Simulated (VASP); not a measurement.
# GaSb (F-43m) in VASP: density of states with PBE

Aim: the density of states of GaSb with PBE.

Everything below comes from runs of VASP 6.6.1. Logs are shortened: lines on timing, memory, paths and dates and some standing lists are left out, and cuts for length are marked.

## 1. Starting point

The structure is cubic, space group F-43m (No. 216). The conventional cell has a = 6.214 Å, b = 6.214 Å, c = 6.214 Å, α = 90.00°, β = 90.00°, γ = 90.00°. Ga (site symmetry -43m) has 4 Sb at 2.69 Å as nearest neighbours. Sb (site symmetry -43m) is surrounded by 4 Ga at 2.69 Å.

## 2. Density of states, PBE

Input file POSCAR:

```
GaSb
1.0
    0.0000000000      3.1069206344      3.1069206344
    3.1069206344      0.0000000000      3.1069206344
    3.1069206344      3.1069206344      0.0000000000
Ga Sb
1 1
Direct
    0.0000000000      0.0000000000      0.0000000000
    0.2500000000      0.2500000000      0.2500000000
```

Input file INCAR.step1:

```
SYSTEM = GaSb
PREC = Accurate
ENCUT = 520
EDIFF = 1E-6
ISMEAR = 0
SIGMA = 0.1
LREAL = .False.
LASPH = .True.
NELM = 100
ALGO = Fast
ISIF = 2
LWAVE = .False.
LCHARG = .True.
GGA = PE
NBANDS = 16
```

Input file KPOINTS.step1:

```
regular mesh
0
Gamma
  12 12 12
  0 0 0
```

Input file INCAR.step2:

```
SYSTEM = GaSb
PREC = Accurate
ENCUT = 520
EDIFF = 1E-6
ISMEAR = -5
SIGMA = 0.1
LREAL = .False.
LASPH = .True.
NELM = 100
ALGO = Fast
ISIF = 2
LWAVE = .False.
LCHARG = .False.
GGA = PE
LORBIT = 10
NBANDS = 16
NEDOS = 2001
ICHARG = 11
```

Input file KPOINTS.step2:

```
regular mesh
0
Gamma
  18 18 18
  0 0 0
```

Potentials or basis: VASP PAW PBE potentials, release 64 (Ga_d, Sb).

Run with:

```bash
$ cat potpaw_PBE.64/Ga_d/POTCAR potpaw_PBE.64/Sb/POTCAR > POTCAR
$ cp INCAR.step1 INCAR
$ cp KPOINTS.step1 KPOINTS
$ mpirun -np 1 vasp_std > vasp.out
$ cp INCAR.step2 INCAR
$ cp KPOINTS.step2 KPOINTS
$ mpirun -np 1 vasp_std > vasp.out
```

OUTCAR:

```text
SYSTEM = GaSb
   PREC = Accurate
   ENCUT = 520
   EDIFF = 1E-6
   ISMEAR = -5
   LREAL = .False.
   LASPH = .True.
   NELM = 100
   ISIF = 2
   GGA = PE
   LORBIT = 10
   ICHARG = 11

 ion  position               nearest neighbor table
   1  0.000  0.000  0.000-   2 2.69   2 2.69   2 2.69   2 2.69
   2  0.250  0.250  0.250-   1 2.69   1 2.69   1 2.69   1 2.69

  LATTYP: Found a face centered cubic cell.
 ALAT       =     6.2138412688

  Lattice vectors:

 A1 = (   0.0000000000,   3.1069206344,   3.1069206344)
 A2 = (   3.1069206344,   0.0000000000,   3.1069206344)
 A3 = (   3.1069206344,   3.1069206344,   0.0000000000)

Analysis of symmetry for initial positions (statically):
=====================================================================
 Subroutine PRICEL returns:
 Original cell was already a primitive cell.

 Routine SETGRP: Setting up the symmetry group for a
 face centered cubic supercell.

 Subroutine GETGRP returns: Found 24 space group operations
 (whereof 24 operations were pure point group operations)
 out of a pool of 48 trial point group operations.

The static configuration has the point symmetry T_d .

Analysis of symmetry for dynamics (positions and initial velocities):
=====================================================================
 Subroutine PRICEL returns:
 Original cell was already a primitive cell.

 Routine SETGRP: Setting up the symmetry group for a
 face centered cubic supercell.

 Subroutine GETGRP returns: Found 24 space group operations
 (whereof 24 operations were pure point group operations)
 out of a pool of 48 trial point group operations.

The dynamic configuration has the point symmetry T_d .

 Subroutine INISYM returns: Found 24 space group operations
 (whereof 24 operations are pure point group operations),
 and found     1 'primitive' translations

----------------------------------------------------------------------------------------

                                     Primitive cell

  volume of cell :      59.9819

  direct lattice vectors                    reciprocal lattice vectors
     0.000000000  3.106920634  3.106920634    -0.160931050  0.160931050  0.160931050
     3.106920634  0.000000000  3.106920634     0.160931050 -0.160931050  0.160931050
     3.106920634  3.106920634  0.000000000     0.160931050  0.160931050 -0.160931050

  length of vectors
     4.393849298  4.393849298  4.393849298     0.278740755  0.278740755  0.278740755

  position of ions in fractional coordinates (direct lattice)
[... 90 lines left out ...]
   TEBEG  =    0.0;   TEEND  =   0.0 temperature during run
   PSTRESS=    0.0 pullay stress
   NELECT =      18.0000    total number of electrons
   NUPDOWN=      -1.0000    fix difference up-down
   EMIN   =  10.00;   EMAX   =-10.00  energy-range for DOS
   EFERMI =   0.00;   METHOD = LEGACY
   ISMEAR =    -5;   SIGMA  =   0.10  broadening in eV -4-tet -1-fermi 0-gaus
   EFERMI_NEDOS =   21; number of points for ismear=-14 and -15
   IALGO  =     68    algorithm
   IMIX   =      4    mixing-type and parameters
     AMIX     =   0.40;   BMIX     =  1.00
     AMIX_MAG =   1.60;   BMIX_MAG =  1.00
  volume/ion in A,a.u.               =      29.99       202.39
  Fermi-wavevector in a.u.,A,eV,Ry     =   1.096038  2.071211 16.344661  1.201299
  Thomas-Fermi vector in A             =   2.232372
   LORBIT       =     10    0 simple, 1 ext, 2 COOP (PROOUT), +10 PAW based schemes
   GGA     = PE    functional components
   LHFCALC =     F    Hartree Fock is set to
   AEXX    =    0.0000 exact exchange contribution
   IVDW    =     0    specifies the selected vdW correction
   LEPSILON=     F    determine dielectric tensor
   LRPA    =     F    only Hartree local field effects (RPA)
 non-spin polarized calculation
 RMM-DIIS sequential band-by-band and
 Fermi weights with tetrahedron method with Bloechl corrections
  energy-cutoff  :      520.00
  volume of cell :       59.98
 maximum number of plane-waves:      1639
 NGX is ok and might be reduce to    36

 number of electron      17.9999991 magnetization

 Free energy of the ion-electron system (eV)
  ---------------------------------------------------
  ext. energy  EPLUGINS =         0.00000000
  ---------------------------------------------------
  free energy    TOTEN  =        -7.37297937 eV

  energy without entropy =       -7.37297937  energy(sigma->0) =       -7.37297937

 E-fermi :   4.4060     XC(G=0):  -8.8873

 val. band max:        4.4045925115   @ k =   0.0000   0.0000   0.0000
 cond. band min:       4.4045925115   @ k =   0.0000   0.0000   0.0000
 fundamental gap:      0.0000000001
 Fermi energy:         4.4059983877

 k-point     1 :       0.0000    0.0000    0.0000
  band No.  band energies     occupation
      1     -10.5433      2.00000
      2     -10.5433      2.00000
      3     -10.5433      2.00000
      4     -10.4996      2.00000
      5     -10.4996      2.00000
      6      -6.7578      2.00000
[... 433 lines left out ...]
      3     -10.5377      2.00000
      4     -10.5004      2.00000
      5     -10.4995      2.00000
      6      -6.1935      2.00000
[... 8 lines left out ...]
     15      11.6698      0.00000
     16      12.4378      0.00000

 [... further k-points ...]

------------------------ aborting loop because EDIFF is reached ----------------------------------------

  FORCE on cell =-STRESS in cart. coord.  units (eV):
  Direction    XX          YY          ZZ          XY          YZ          ZX
  --------------------------------------------------------------------------------------
  -------------------------------------------------------------------------------------
  Total       -0.0214969     -0.0214969     -0.0214969     -0.0000000     -0.0000000     -0.0000000
  in kB       -0.5742033     -0.5742033     -0.5742033     -0.0000000     -0.0000000     -0.0000000
  external PRESSURE =      -0.5742033 kB  Pullay stress =       0.0000000 kB

 VOLUME and BASIS-vectors are now :
 -----------------------------------------------------------------------------
  energy-cutoff  :      520.00
  volume of cell :       59.98
      direct lattice vectors                 reciprocal lattice vectors
     0.000000000  3.106920634  3.106920634    -0.160931050  0.160931050  0.160931050
     3.106920634  0.000000000  3.106920634     0.160931050 -0.160931050  0.160931050
     3.106920634  3.106920634  0.000000000     0.160931050  0.160931050 -0.160931050

 POSITION                                       TOTAL-FORCE (eV/Angst)
 -----------------------------------------------------------------------------------
      0.00000      0.00000      0.00000         0.000000      0.000000      0.000000
      1.55346      1.55346      1.55346        -0.000000     -0.000000     -0.000000
 -----------------------------------------------------------------------------------
    total drift:                                0.000001      0.000001      0.000001

  FREE ENERGIE OF THE ION-ELECTRON SYSTEM (eV)
  ---------------------------------------------------
  free  energy   TOTEN  =        -7.3729793684 eV

  energy  without entropy=       -7.3729793684  energy(sigma->0) =       -7.37297937

 total charge

# of ion       s       p       d       tot
------------------------------------------
    1        0.912   0.722   9.957  11.592
    2        1.135   1.310   0.025   2.470
--------------------------------------------------
tot          2.047   2.032   9.982  14.062
```

OUTCAR.step1:

```text
SYSTEM = GaSb
   PREC = Accurate
   ENCUT = 520
   EDIFF = 1E-6
   ISMEAR = 0
   LREAL = .False.
   LASPH = .True.
[... 680 lines left out ...]
      0.00000      0.00000      0.00000         0.000000     -0.000000      0.000000
      1.55346      1.55346      1.55346        -0.000000      0.000000     -0.000000
 -----------------------------------------------------------------------------------
    total drift:                                0.000001      0.000001      0.000001

  FREE ENERGIE OF THE ION-ELECTRON SYSTEM (eV)
  ---------------------------------------------------
  free  energy   TOTEN  =        -7.3730726165 eV

  energy  without entropy=       -7.3729357861  energy(sigma->0) =       -7.37300420
```

OSZICAR.step1:

```text
N       E                     dE             d eps       ncg     rms          rms(c)
DAV:   1     0.837552026936E+02    0.83755E+02   -0.85738E+03  2328   0.137E+03
DAV:   2    -0.876564199420E+00   -0.84632E+02   -0.81511E+02  2744   0.303E+02
DAV:   3    -0.730293957462E+01   -0.64264E+01   -0.64133E+01  2728   0.657E+01
DAV:   4    -0.741801113075E+01   -0.11507E+00   -0.11506E+00  2960   0.974E+00
DAV:   5    -0.742065338679E+01   -0.26423E-02   -0.26422E-02  2856   0.132E+00    0.300E+00
RMM:   6    -0.738214270092E+01    0.38511E-01   -0.50968E-02  3335   0.234E+00    0.182E+00
RMM:   7    -0.737141353944E+01    0.10729E-01   -0.37905E-02  3183   0.142E+00    0.291E-01
RMM:   8    -0.737248734408E+01   -0.10738E-02   -0.93682E-03  3368   0.787E-01    0.673E-02
RMM:   9    -0.737298333563E+01   -0.49599E-03   -0.14861E-03  3159   0.352E-01    0.233E-02
RMM:  10    -0.737304388783E+01   -0.60552E-04   -0.35197E-04  3515   0.170E-01    0.160E-02
RMM:  11    -0.737306991693E+01   -0.26029E-04   -0.85642E-05  3155   0.857E-02    0.287E-03
RMM:  12    -0.737307206496E+01   -0.21480E-05   -0.19867E-05  3698   0.392E-02    0.196E-03
RMM:  13    -0.737307261651E+01   -0.55155E-06   -0.32748E-06  2722   0.180E-02
   1 F= -.73730726E+01 E0= -.73730042E+01  d E =-.136830E-03
```

Wall time 2.4 min (1 thread of AMD EPYC 9R45 (Zen 5), shared host); peak memory 0.31 GiB.

Results:

```
Valence electrons inside the program's atomic spheres : Ga 11.59; Sb 2.47
```

Levels at points of the mesh, in eV from the Fermi level:
```csv
k point,band 7,band 8,band 9,band 10,band 11,band 12
"(0.00, 0.00, 0.00)",-0.29,0.00,0.00,0.00,2.79,2.79
"(0.50, 0.00, 0.00)",-6.15,-1.08,-1.08,0.31,3.74,3.74
"(0.50, 0.50, 0.00)",-6.61,-2.42,-2.42,0.95,1.34,8.38
```

States per cell in windows of 0.5 eV (zero at the Fermi level; states under -8 eV left out):
```csv
from (eV),total,Sb2_p,Ga1_p,Ga1_s,Sb2_d,Sb2_s,Ga1_d
-8.0,0.00,0.00,0.00,0.00,0.00,0.00,0.00
-7.5,0.00,0.00,0.00,0.00,0.00,0.00,0.00
-7.0,0.03,0.00,0.00,0.01,0.00,0.00,0.00
-6.5,0.79,0.09,0.01,0.31,0.00,0.04,0.00
-6.0,0.41,0.05,0.01,0.14,0.00,0.04,0.00
-5.5,0.26,0.03,0.01,0.08,0.00,0.03,0.00
-5.0,0.15,0.02,0.01,0.04,0.00,0.02,0.00
-4.5,0.12,0.01,0.01,0.03,0.00,0.02,0.00
-4.0,0.07,0.01,0.00,0.02,0.00,0.01,0.00
-3.5,0.58,0.13,0.08,0.02,0.00,0.01,0.00
-3.0,0.71,0.16,0.10,0.02,0.00,0.01,0.01
-2.5,0.85,0.21,0.13,0.02,0.00,0.01,0.01
-2.0,0.87,0.23,0.14,0.01,0.00,0.01,0.01
-1.5,0.67,0.20,0.11,0.01,0.00,0.00,0.01
-1.0,0.35,0.11,0.05,0.00,0.00,0.00,0.01
-0.5,0.10,0.03,0.01,0.00,0.00,0.00,0.00
0.0,0.01,0.00,0.00,0.00,0.00,0.00,0.00
0.5,0.10,0.01,0.01,0.02,0.00,0.01,0.00
1.0,0.50,0.07,0.03,0.09,0.01,0.03,0.01
1.5,0.93,0.13,0.07,0.14,0.02,0.05,0.02
2.0,0.46,0.07,0.04,0.06,0.01,0.02,0.01
2.5,0.55,0.05,0.10,0.04,0.02,0.03,0.01
3.0,0.54,0.05,0.11,0.02,0.02,0.02,0.01
3.5,0.97,0.09,0.19,0.02,0.05,0.02,0.03
4.0,0.65,0.08,0.12,0.01,0.03,0.01,0.02
4.5,0.94,0.11,0.16,0.02,0.05,0.01,0.03
5.0,0.58,0.07,0.11,0.01,0.03,0.01,0.02
5.5,0.65,0.07,0.14,0.01,0.03,0.01,0.02
6.0,0.56,0.07,0.12,0.01,0.03,0.01,0.02
6.5,0.63,0.06,0.09,0.01,0.04,0.01,0.03
7.0,0.67,0.06,0.07,0.01,0.06,0.01,0.03
7.5,0.80,0.07,0.08,0.02,0.07,0.01,0.04
```

Caveat: this crystal is a semiconductor, whose small gap the functional closes, so the metal is an error of the method; tetrahedron occupations give inexact forces and stress in metals. Spin-orbit coupling is left out, which matters for the levels of Sb.
